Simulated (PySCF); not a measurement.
**Mayer bond orders and bond lengths**

Compound: C₄H₆.
SMILES with atom numbers: `[CH2:1]1[C@H:2]2[CH2:3][C@@H:4]12` (hydrogens: H5, H6 on C1; H7 on C2; H8, H9 on C3; H10 on C4)

Structure used (PBE0-D3(BJ)/def2-SVP), in Å, numbered top down from 1:
```xyz
10
C4H6 angstrom
C     -1.121   -0.241   -0.228
C     -0.121    0.271    0.753
C      1.095   -0.370    0.173
C      0.149    0.389   -0.694
H     -2.040    0.342   -0.352
H     -1.258   -1.328   -0.343
H     -0.216    1.036    1.522
H      2.059    0.104    0.392
H      1.140   -1.468    0.092
H      0.312    1.268   -1.315
```

Bond orders from the PBE0/pcSseg-1 density (PySCF). Isolated species at its PBE0-D3(BJ)/def2-SVP geometry, gas phase.

(1) How far do the computed orders between heavy atoms stray from the drawn ones?

(2) Give the Mayer order of every bond, beside its length.

Results:

(1) The largest departure is 0.198, at C4–C2 (drawn single, 0.802). Drawn single, order below 0.88: C4–C2 (0.802).

(2) 
```tsv
bond	drawn as	length (Å)	Mayer order
C1–C2	single	1.492	0.987
C2–C3	single	1.492	0.987
C3–C4	single	1.492	0.987
C4–C1	single	1.492	0.987
C4–C2	single	1.477	0.802
C1–H5	single	1.096	0.958
C1–H6	single	1.101	0.929
C2–H7	single	1.089	0.973
C3–H8	single	1.096	0.958
C3–H9	single	1.101	0.929
C4–H10	single	1.089	0.973
```

By pair of heavy elements: C–C: lowest C4–C2 (0.802, 1.477 Å), highest C1–C2, C2–C3, C3–C4 and 1 more (0.987, 1.492 Å); in 4 of the 10 pairs the longer bond (by over 0.003 Å) has the higher order (by 0.02 or more). Bonds named together lie within 0.004.

**Question.** Sum the orders of all bonds at each heavy atom with more than one neighbour and set the sums beside the valence in the SMILES.

**Answer.** C1 3.861 (drawn 4), C2 3.749 (drawn 4), C3 3.861 (drawn 4), C4 3.749 (drawn 4). Orders between atoms that aren't bonded are not in these sums.

For a closed shell the Mayer order of atoms A and B is Σ (PS)μν (PS)νμ over the basis functions μ on A and ν on B, with P the density and S the overlap matrix.

The run behind these numbers computed NMR shieldings as well. The run took 3.6 s wall on x86-64 server, one thread, on a shared host.
